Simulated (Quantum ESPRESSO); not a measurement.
The system is MgO.

```xyz
2
Lattice="0.0000 2.0970 2.0970 2.0970 0.0000 2.0970 2.0970 2.0970 0.0000" Properties=species:S:1:pos:R:3 pbc="T T T"
Mg    0.0000    0.0000    0.0000
O     2.0970    2.0970    2.0970
```

The cell is a database's computed one.

Base run:

```yaml
Program: Quantum ESPRESSO 7.5
Functional: BLYP
Potentials_or_basis: PseudoDojo 0.4.1 SR PBE standard
Cutoff: 1143 eV
Density_cutoff: 4572 eV
k_mesh: 8 × 8 × 8, shifted
Occupations: fermi-dirac, width 0.05 eV
Spin: no spin polarisation
```

Its results: pressure 9.6 GPa; electronic dielectric tensor (diagonal) 3.09.

Question: After a change of settings the same cell gave: pressure 6.7 GPa; electronic dielectric tensor (diagonal) 3.18. Which change was it?
A. functional from BLYP to AM05
B. functional from BLYP to PBE
C. functional from BLYP to WC
D. functional from BLYP to PBEsol; potentials or basis from PseudoDojo 0.4.1 SR PBE standard to PseudoDojo 0.4.1 SR PBEsol standard

Answer: B.

PBE binds more tightly than BLYP, so the same cell stands under less pressure.

Caveats: the cell is more than 3 GPa from zero pressure, which shifts response properties; the potentials were made for another functional, which shifts forces and pressure (some runs).

Not every run made on this cell is shown here.
